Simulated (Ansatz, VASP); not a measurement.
## GaH2O2: VASP beside Ansatz

One calculation is typed for both programs; each brings its own data sets. How far apart do they land? The structure shown is the start of the Ansatz relaxation below; VASP solves that cell, so the two are compared at the walk's first step.

Main program and level: Ansatz 0.2.0; plane waves, with VASP 6.6.1 beside it; single point at PBE.

## (1) The starting structure

The cell holds 5 atoms: 1 Ga, 2 O and 2 H. Cell: a = 3.219 Å, b = 3.219 Å, c = 31.487 Å, α = 90.0°, β = 90.0°, γ = 59.8°. Vacuum lies along c. The height across the vacuum is the one that the program set for its solve, not the one typed.

Structure file:

```cif
data_structure
_symmetry_space_group_name_H-M 'P 1'
_symmetry_Int_Tables_number 1
_cell_length_a 3.2192
_cell_length_b 3.2192
_cell_length_c 31.4868
_cell_angle_alpha 90.000
_cell_angle_beta 90.000
_cell_angle_gamma 59.823
_cell_volume 282.08
loop_
_atom_site_label
_atom_site_type_symbol
_atom_site_fract_x
_atom_site_fract_y
_atom_site_fract_z
_atom_site_occupancy
Ga1 Ga 0.31805 0.33295 0.31684 1
O2 O 0.00000 0.00000 0.34891 1
O3 O 0.65100 0.65100 0.28477 1
H4 H 0.08580 0.91256 0.37787 1
H5 H 0.73844 0.56520 0.25581 1
```

## (2) Ansatz: relaxation, PBE

Ansatz runs on its default PAW (the set named soft_2) files.

The two programs are compared at the cell with which this relaxation starts, whose forces are those of its first step.

File input.yaml:

```yaml
crystal:
  lattice:
    - [3.21917394, 0.0, 0.0]
    - [1.61818119, 2.78290685, 0.0]
    - [0.0, 0.0, 19.952505]
  atoms:
    - { symbol: Ga, position: [0.31805326, 0.33294726, 0.5] }
    - { symbol: O, position: [0.0, 0.0, 0.55060491] }
    - { symbol: O, position: [0.65100051, 0.65100051, 0.44939509] }
    - { symbol: H, position: [0.08579636, 0.91255936, 0.59631339] }
    - { symbol: H, position: [0.73844115, 0.56520415, 0.40368661] }
  periodic: [true, true, false]
kpoints:
  mp_grid: { grid: [10, 10, 1] }
scf:
  occupations: { method: fermi_dirac, width: 0.05 }
hamiltonian:
  xc: pbe
  pseudopotentials: { kind: paw }
output:
  forces: true
  stress: true
relax:
  f_tol: 0.02
  max_steps: 50
  cell: {}
```

On the command line:

```sh
> ansatz run input.yaml --threads 4 --pin off --max-ram 8192MiB --backend cpu --events-out ev --progress --plain --runs-dir out
```

Numbers of over 12 decimals in the logs are rounded to 6 here.

The program printed:

```text
Warning: crystal.periodic: the lattice vector that does not repeat stood 0.000° off the slab's normal, 19.953 Å along it as the deck builds it. The run solves the slab on a vector along the normal, 31.487 Å long, with every atom where it was (on the deck's vector they left 16.11 Å outside them, and the widest stretch free of ions among them is 1.01 Å). A fractional position that the run reports is one of the run's ce [...]
crystal.periodic: the lattice vector that does not repeat stood 0.000° off the slab's normal, 19.953 Å along it as the deck builds it. The run solves the slab on a vector along the normal, 31.487 Å long, with every atom where it was (on the deck's vector they left 16.11 Å outside them, and the widest stretch free of ions among them is 1.01 Å). A fractional position that the run reports is one of the run's cell, which [...]
Engine: ansatz 0.2.0, x86_64-unknown-linux-gnu
Pseudopotentials: kind: paw
Pseudopotential: Ga, paw, valence charge 13, recommended cutoff 420 eV (normal), Ga.paw.azcp
Pseudopotential: O, paw, valence charge 6, recommended cutoff 420 eV (normal), O.paw.azcp
Pseudopotential: H, paw, valence charge 1, recommended cutoff 420 eV (normal), H.paw.azcp
Functional definition: PBE
  parameter kappa = 0.804
  parameter beta = 0.066725
  exchange = pbe_x(kappa = kappa, mu = beta*pi^2/3)
  correlation = pbe_c(beta = beta)
Crystal: 5 atoms, lattice volume = 282.079 Å³
Basis set: ecut = 420 eV, 5621 PW (Γ), exchange–correlation on 48×48×432 points (8 copies of the dense FFT grid, shifted against one another)
Bands: 19, of which v1, the nominal top of the filled ones, is band 14 counted from 1 (13 counted from 0)
Symmetry: 2 space group operations
Space group: C2 (ITA 5), of the structure as read, at distance tolerance 6.6e-5 Å
k-points: 31 of 100 (time reversal used)
Non-local potential: Ga, projectors of the file, l = 0: 2, l = 1: 2, l = 2: 3, l = 3: 1
Non-local potential: O, projectors of the file, l = 0: 2, l = 1: 2, l = 2: 1
Non-local potential: H, projectors of the file, l = 0: 2, l = 1: 1
PAW form: soft (Blöchl's): semilocal exchange-correlation on the pseudo side does not see the compensation charge
PAW one-centre angular grid: Ga, 590 points (default); XC on 64 Gauss nodes
PAW one-centre angular grid: O, 110 points (default); XC on 64 Gauss nodes
PAW one-centre angular grid: H, 110 points (default); XC on 64 Gauss nodes
Initial density: superposition of atomic densities (neutral atoms: chi_scale 0, normalization atom), corrected by the library's trained network
Initial wavefunctions: pseudopotential atomic-orbital guess
[...]
SCF iter   4: F=—  HF=-4949.053578 eV  |F-HF|=—  |Δ(HF+E_count)|=   1.09e-4  Δρ=1.05e-4  dr2=2.14e-4  ethr=1.48e-6  ⟨swp⟩=1.1  Hψ=592  notcnv=0
SCF iter   5: F=—  HF=-4949.053560 eV  |F-HF|=—  |Δ(HF+E_count)|=   1.77e-5  Δρ=7.07e-5  dr2=1.02e-4  ethr=7.91e-7  ⟨swp⟩=1.0  Hψ=589  notcnv=0
SCF iter   6: F=—  HF=-4949.053587 eV  |F-HF|=—  |Δ(HF+E_count)|=   2.66e-5  Δρ=9.28e-6  dr2=1.53e-6  ethr=3.77e-7  ⟨swp⟩=1.2  Hψ=599  notcnv=0
SCF iter   7: F=—  HF=-4949.053592 eV  |F-HF|=—  |Δ(HF+E_count)|=   5.74e-6  Δρ=1.85e-5  dr2=7.27e-6  ethr=5.68e-9  ⟨swp⟩=2.0  Hψ=765  notcnv=0
SCF iter   8: F=—  HF=-4949.053594 eV  |F-HF|=—  |Δ(HF+E_count)|=   1.28e-6  Δρ=1.45e-6  dr2=3.19e-8  ethr=5.68e-9  ⟨swp⟩=1.9  Hψ=737  notcnv=0
SCF iter   9: F=—  HF=-4949.053594 eV  |F-HF|=—  |Δ(HF+E_count)|=   5.22e-9  Δρ=1.27e-6  dr2=1.80e-8  ethr=1.18e-10  ⟨swp⟩=2.4  Hψ=952  notcnv=0
SCF iter  10: F=—  HF=-4949.053594 eV  |F-HF|=—  |Δ(HF+E_count)|=   1.24e-8  Δρ=1.65e-7  dr2=1.55e-10  ethr=6.67e-11  ⟨swp⟩=1.3  Hψ=615  notcnv=0
SCF iter  11: F=—  HF=-4949.053594 eV  |F-HF|=—  |Δ(HF+E_count)|=  5.99e-10  Δρ=8.61e-8  dr2=4.13e-11  ethr=1.00e-12  ⟨swp⟩=8.3  Hψ=3225  notcnv=0
SCF iter  12: F=-4949.053594 eV  HF=-4949.053594 eV  |F-HF|=8.09e-11  |Δ(HF+E_count)|=  1.41e-10  Δρ=5.79e-8  dr2=1.32e-11  ethr=1.00e-12  ⟨swp⟩=6.0  Hψ=2608  notcnv=0
SCF 10 converged in 12 iterations: F = -4949.053594 eV  dr2 = 1.32e-11
relax step  10: F+E_penalty+E_count = -4949.05359376 eV  Δ(F+E_penalty+E_count) = -6.247e-3 eV  max|allowed force component| = 6.100e-3 eV/Å  Δτ_max = 0.0000 Å  P = +0.052 N/m  Ω = 320.557 Å³  fix = [c, alpha, beta]  reactions: c +0.000 N/m; alpha +0.000, beta +0.000 N/m/rad  stress off target by 5.73e-2 N/m on what of the cell is left free  SCF on the basis re-selected at this cell (its energy is not comparable with the rows above)  (12 SCF iters)
[...]
relax step  11: F+E_penalty+E_count = -4949.05318721 eV  Δ(F+E_penalty+E_count) = +4.066e-4 eV  max|allowed force component| = 1.829e-3 eV/Å  Δτ_max = 0.0013 Å  P = +0.003 N/m  Ω = 321.256 Å³  energy of the carried Pulay correction = -4.452e-4 eV  fix = [c, alpha, beta]  reactions: c +0.000 N/m; alpha +0.000, beta +0.000 N/m/rad  (8 SCF iters, dr2 threshold 4.29e-9 eV, accepted)
[...]
relax step  12: F+E_penalty+E_count = -4949.05356202 eV  Δ(F+E_penalty+E_count) = -3.748e-4 eV  max|allowed force component| = 1.690e-3 eV/Å  Δτ_max = 0.0000 Å  P = +0.005 N/m  Ω = 321.256 Å³  fix = [c, alpha, beta]  reactions: c +0.000 N/m; alpha +0.000, beta +0.000 N/m/rad  stress off target by 7.15e-3 N/m on what of the cell is left free  SCF on the basis re-selected at this cell (its energy is not comparable with the rows above)  (10 SCF iters)
basis re-selected at this cell: Δ(F+E_penalty+E_count) = -3.748e-4 eV, ΔP = +0.001 N/m vs the last step (what re-selecting the basis moved, of the pressure what is left beyond the Pulay correction that the steps carried, after the strain that the cell walked since its last selection, with what the two solves' SCF thresholds leave and, on support functions, any second-order correction that the steps lacked; it is no m [...]
SCF converged after 10 iterations
Free energy (F): -4949.053562 eV
Harris-Foulkes:  -4949.053562 eV  (|F-HF|=1.63e-9)
Internal energy: -4949.033515 eV  (E = F + TS)
E sigma→0 (E₀):  -4949.043539 eV
Entropy (-TS):   -0.020047 eV (-4.009 meV/atom)
Fermi energy:    -1.785080 eV
--- Per-component energies (eV) ---
  E_band       = -384.801944
  E_kinetic    = 490.523767
  E_local      = -46527.222584  (includes V_loc(G=0)·N_el)
  E_nonlocal   = 527.297825
  E_hartree    = 22940.048510
  E_xc         = -231.809874
  E_vxc        = -265.634010  (∫ρ·V_xc dr)
  E_paw        = -2309.272916  (= ΣΔE_a)
  E_vpaw       = -489.867127  (= ΣTr[D̂ρ^β])
  E_aug_tail   = 0.002391  (compensation charges beyond the density's cutoff)
  E_ewald      = 20161.399366
  E_smearing   = -0.020047  (= −TS)
  E_closure    = 0.000000  (closes the sum)
  Σ components = -4949.053562   (vs F -4949.053562, Δ=0.00e0)
--- Forces (eV/Å), atoms counted from 1 ---
  atom   1  Ga    -0.00038646     0.00067176     0.00000000
  atom   2  O      0.00070338    -0.00032970    -0.00163294
  atom   3  O     -0.00006855    -0.00077379     0.00163294
  atom   4  H     -0.00017285     0.00018790     0.00168976
  atom   5  H     -0.00007555     0.00024388    -0.00168976
  max |Σ_I F_I| component: 6.46e-8 eV/Å
--- 2D stress c σ (N/m, compression-positive) ---
        0.003406      -0.002152      -0.000000
       -0.002152       0.005909      -0.000000
       -0.000000      -0.000000       0.000000
  P = ½ c Tr σ = 0.0047 N/m
--- Relaxed structure (9 steps of the walk, 9 accepted, 3 SCFs on fresh bases) ---
  F+E_penalty+E_count = -4949.05356202 eV   max|allowed force component| = 1.690e-3 eV/Å   (the final SCF, on the basis selected at the relaxed cell)
  cell:  # Å, volume = 321.2558 Å³
    - [3.432297, -0.00544157, 0]
    - [1.720607, 2.969882, 0]
    - [0, 0, 31.486774]
  atoms:
    - { symbol: Ga, position: [0.359195, 0.291805, 0.316839] }
    - { symbol: O, position: [0.025074, -0.041163, 0.349164] }
    - { symbol: O, position: [0.692163, 0.625926, 0.284515] }
    - { symbol: H, position: [0.024923, 0.959066, 0.380360] }
    - { symbol: H, position: [0.691935, 0.626077, 0.253319] }
```

## (3) VASP: single point, PBE, start cell

The same cell, functional, mesh and smearing now go to VASP, with its own data sets.

Lines of VASP's logs that name or quote its potential files are left out, and so is its time.

File INCAR:

```
SYSTEM = GaH2O2
PREC = Accurate
ENCUT = 520
EDIFF = 1E-06
NELM = 120
ISMEAR = -1
SIGMA = 0.05
LREAL = .FALSE.
ALGO = Normal
GGA = PE
NBANDS = 19
LORBIT = 11
LWAVE = .FALSE.
LCHARG = .FALSE.
ISIF = 2
LDIPOL = .TRUE.
IDIPOL = 3
DIPOL = 0.5 0.5 0.317
LVHAR = .TRUE.
LASPH = .TRUE.
GGA_COMPAT = .FALSE.
NELMDL = -8
KPAR = 2
```

File POSCAR:

```
GaH2O2
1.0
    3.2191740000      0.0000000000      0.0000000000
    1.6181810000      2.7829070000      0.0000000000
    0.0000000000      0.0000000000     31.4867740000
Ga O H
1 2 2
Direct
    0.3180533955      0.3329471664      0.3168394450
    0.0000000000      0.0000000000      0.3489067187
    0.6510006206      0.6510005545      0.2847722031
    0.0857964447      0.9125594208      0.3778712294
    0.7384412038      0.5652039396      0.2558076925
```

File KPOINTS:

```
Automatic mesh
0
Gamma
10 10 1
0 0 0
```

Potentials, in the order of the species: Ga_d, O and H (PBE family, release 64).

On the command line:

```sh
> mpirun -np 2 vasp_std
```

The program printed:

```text
[banner, memory and clock lines left out]
running    2 mpi-ranks, on    1 nodes
 distrk:  each k-point on    1 cores,    2 groups
 distr:  one band on    1 cores,    1 groups

 POSCAR found type information on POSCAR GaO H
 POSCAR found :  3 types and       5 ions
 LDA part: xc-table for (Slater+PW92), standard interpolation
 POSCAR, INCAR and KPOINTS ok, starting setup
 FFT: planning ... GRIDC
 FFT: planning ... GRID_SOFT
 FFT: planning ... GRID
 WAVECAR not read
 entering main loop
       N       E                     dE             d eps       ncg     rms          rms(c)
DAV:   1     0.238652422895E+03    0.23865E+03   -0.11140E+04  1298   0.112E+03
DAV:   2     0.156138797600E+02   -0.22304E+03   -0.21515E+03  1611   0.273E+02
DAV:   3    -0.254707198265E+02   -0.41085E+02   -0.40788E+02  1410   0.127E+02
DAV:   4    -0.271588089737E+02   -0.16881E+01   -0.16810E+01  1676   0.314E+01
DAV:   5    -0.271847201280E+02   -0.25911E-01   -0.25867E-01  1521   0.337E+00
DAV:   6    -0.271855879486E+02   -0.86782E-03   -0.86768E-03  1767   0.562E-01
DAV:   7    -0.271855939286E+02   -0.59800E-05   -0.59796E-05  1571   0.449E-02
DAV:   8    -0.271855940894E+02   -0.16078E-06   -0.16056E-06  1401   0.733E-03    0.110E+01
DAV:   9    -0.236725123985E+02    0.35131E+01   -0.15773E+01  1804   0.448E+01    0.349E+00
DAV:  10    -0.236964593257E+02   -0.23947E-01   -0.10487E+00  1459   0.672E+00    0.240E+00
DAV:  11    -0.236629617067E+02    0.33498E-01   -0.33733E-01  1775   0.494E+00    0.929E-01
DAV:  12    -0.236431150538E+02    0.19847E-01   -0.12083E-01  1942   0.329E+00    0.142E-01
DAV:  13    -0.236432813709E+02   -0.16632E-03   -0.41295E-03  1346   0.472E-01    0.745E-02
DAV:  14    -0.236437533282E+02   -0.47196E-03   -0.12574E-03  1618   0.198E-01    0.912E-02
DAV:  15    -0.236435856297E+02    0.16770E-03   -0.84186E-04  1465   0.198E-01    0.114E-02
DAV:  16    -0.236436204642E+02   -0.34834E-04   -0.59486E-05  1485   0.463E-02    0.703E-03
DAV:  17    -0.236436555182E+02   -0.35054E-04   -0.12010E-05  1185   0.191E-02    0.837E-03
DAV:  18    -0.236437251878E+02   -0.69670E-04   -0.40386E-05  1650   0.435E-02    0.639E-03
DAV:  19    -0.236437415139E+02   -0.16326E-04   -0.30760E-06  1340   0.967E-03    0.422E-03
DAV:  20    -0.236437524551E+02   -0.10941E-04   -0.41143E-06  1351   0.134E-02    0.578E-04
DAV:  21    -0.236437544850E+02   -0.20299E-05   -0.21580E-07  1062   0.301E-03    0.390E-04
DAV:  22    -0.236437563821E+02   -0.18971E-05   -0.13553E-07  1106   0.156E-03    0.266E-04
DAV:  23    -0.236437568974E+02   -0.51530E-06   -0.27265E-08  1094   0.972E-04
   1 F= -.23643757E+02 E0= -.23636746E+02  d E =-.140218E-01
```

OUTCAR, selected parts (step 3):

```text
ion  position               nearest neighbor table
   1  0.318  0.333  0.317-   3 2.08   2 2.08   3 2.11   2 2.11   3 2.15   2 2.15
   2  0.000  0.000  0.349-   4 0.95   1 2.08   1 2.11   1 2.15
   3  0.651  0.651  0.285-   5 0.95   1 2.08   1 2.11   1 2.15
   4  0.086  0.913  0.378-   2 0.95
   5  0.738  0.565  0.256-   3 0.95

  LATTYP: Found a base centered orthorhombic cell.
 ALAT       =     3.2105684787
 B/A-ratio  =     1.7382381017
 C/A-ratio  =     9.8072270405

 Subroutine GETGRP returns: Found  2 space group operations
 (whereof  1 operations were pure point group operations)

The static configuration has the point symmetry C_1 .
 The point group associated with its full space group is C_2 .

 Found     31 irreducible k-points:

   k-points           NKPTS =     31   k-points in BZ     NKDIM =     31   number of bands    NBANDS=     19

   dimension x,y,z NGX =    24 NGY =   24 NGZ =  240
   dimension x,y,z NGXF=    48 NGYF=   48 NGZF=  480

   ENCUT  =  520.0 eV  38.22 Ry    6.18 a.u.   5.99  5.99 58.54*2*pi/ulx,y,z

   NELECT =      27.0000    total number of electrons

 k-points in reciprocal lattice and weights: Automatic mesh
   0.00000000  0.00000000  0.00000000       0.010
   0.10000000  0.00000000  0.00000000       0.040
   0.20000000  0.00000000  0.00000000       0.040
   0.30000000  0.00000000  0.00000000       0.040
   0.40000000  0.00000000  0.00000000       0.040
   0.50000000 -0.00000000  0.00000000       0.020
   0.10000000  0.10000000  0.00000000       0.020
   0.20000000  0.10000000  0.00000000       0.040
   0.30000000  0.10000000  0.00000000       0.040
[...]
-0.40000000  0.40000000  0.00000000       0.020
   0.50000000  0.50000000  0.00000000       0.010

 dipolmoment           0.000000      0.000000     -0.000007 electrons x Angstroem

 average (electrostatic) potential at core
       1 -73.6614       2 -80.0909       3 -80.0908       4 -44.1899       5 -44.1897

 E-fermi :  -0.8498

 k-point     1 :       0.0000    0.0000    0.0000
  band No.  band energies     occupation
    ...
     11      -7.1558      2.00000
     12      -7.0488      2.00000
     13      -7.0238      2.00000
     14      -3.6467      2.00000
     15      -1.4438      1.99999
     16      -0.2391      0.00001
     17       0.4325      0.00000
     18       1.2696      0.00000
     19       1.3937      0.00000

 k-point     2 :       0.1000    0.0000    0.0000
  band No.  band energies     occupation
    ...
     11      -7.4438      2.00000
     12      -7.2120      2.00000
     13      -6.9207      2.00000
     14      -3.1785      2.00000
     15      -1.2042      1.99833
     16      -0.1106      0.00000
     17       0.7270      0.00000
     18       1.4478      0.00000
     19       1.6008      0.00000

 k-point     3 :       0.2000    0.0000    0.0000
  band No.  band energies     occupation
    ...
     10      -8.6099      2.00000
     11      -7.8447      2.00000
     12      -7.7112      2.00000
     13      -6.8448      2.00000
     14      -2.2030      2.00000
     15      -0.6328      0.02574
     16       0.2096      0.00000
     17       1.4777      0.00000
     18       1.9699      0.00000
     19       2.2167      0.00000

  Total        3.4128993      3.2547617      4.7770488      0.1359804     -0.0258675     -0.0449642
  in kB       19.3848633     18.4866608     27.1330710      0.7723528     -0.1469244     -0.2553913
  external PRESSURE =      21.6681984 kB  Pullay stress =       0.0000000 kB

  energy-cutoff  :      520.00
  volume of cell :      282.08
      direct lattice vectors                 reciprocal lattice vectors
     3.219174000  0.000000000  0.000000000     0.310638692 -0.180627534  0.000000000
     1.618181000  2.782907000  0.000000000     0.000000000  0.359336478  0.000000000
     0.000000000  0.000000000 31.486774000     0.000000000  0.000000000  0.031759367

 POSITION                                       TOTAL-FORCE (eV/Angst)
 -----------------------------------------------------------------------------------
      1.56264      0.92656      9.97625        -0.046535      0.080888      0.000000
      0.00000      0.00000     10.98595        -0.115512      0.090825     -1.196947
      3.14912      1.81167      8.96656        -0.020452      0.145513      1.196947
      1.75288      2.53957     11.89795         0.104559     -0.150957      1.892689
      3.29177      1.57291      8.05456         0.077940     -0.166270     -1.892689
 -----------------------------------------------------------------------------------
    total drift:                                0.000352     -0.001033     -0.001893

  FREE ENERGIE OF THE ION-ELECTRON SYSTEM (eV)
  ---------------------------------------------------
  free  energy   TOTEN  =       -23.6437568974 eV

  energy  without entropy=      -23.6297350658  energy(sigma->0) =      -23.63674598

 vacuum level on the upper side and lower side of the slab         1.387         1.387

 total charge
# of ion       s       p       d       tot
------------------------------------------
    1        0.840   0.529  10.116  11.485
    2        1.594   3.545   0.000   5.139
    3        1.594   3.545   0.000   5.139
    4        0.632   0.141   0.000   0.773
    5        0.632   0.141   0.000   0.773
--------------------------------------------------
tot          5.292   7.901  10.116  23.309

[... 3 further parts left out ...]
```

## (4) Side by side

Known differences besides the potentials themselves: Ansatz cuts the interaction across the vacuum, VASP repeats the sheet with a dipole correction; the cutoff is 420 eV in Ansatz and 520 eV in VASP. Total energies have different zeros and are not compared.

Forces (eV/Å; atoms numbered as in POSCAR):

| atom | Ansatz x, y, z | VASP x, y, z |
| --- | --- | --- |
| Ga1 | -0.057, 0.098, 0.000 | -0.047, 0.081, 0.000 |
| O2 | -0.090, 0.053, -1.096 | -0.116, 0.091, -1.197 |
| O3 | 0.000, 0.104, 1.096 | -0.020, 0.146, 1.197 |
| H4 | 0.088, -0.119, 1.753 | 0.105, -0.151, 1.893 |
| H5 | 0.059, -0.136, -1.753 | 0.078, -0.166, -1.893 |

The forces differ by 67 meV/Å r.m.s., which is 8.1 % of the r.m.s. force of 0.823 eV/Å (both taken over all components). With vacuum in the cell, a pressure given here is an average over mostly empty space and none of the material.

## (5) Outcome

* r.m.s. force difference (single point, PBE, start cell): 8.1 % of the r.m.s. force

In words: The r.m.s. force difference is 8.1 % of the r.m.s. force (single point, PBE, start cell), beyond the 3 % picked in this series as the mark of a large difference. What causes the difference of the single point, PBE, start cell pair stays open here. Such differences can come from data sets, numerical settings and the points named under the comparisons, not from the functional's error against experiment.

[Lines on the potential files, build, host, timing and source positions are cut from VASP's logs without a mark.]

[Logs are printed without paths, hosts, clocks, repeated set-up lines and the standing remarks that a program may print on its own settings, such as how far it seeks lower states.]

[Hosts, paths, dates, database ids (printed as entryN), source tags and the programs' standing remarks are cut or masked in the printed files.]
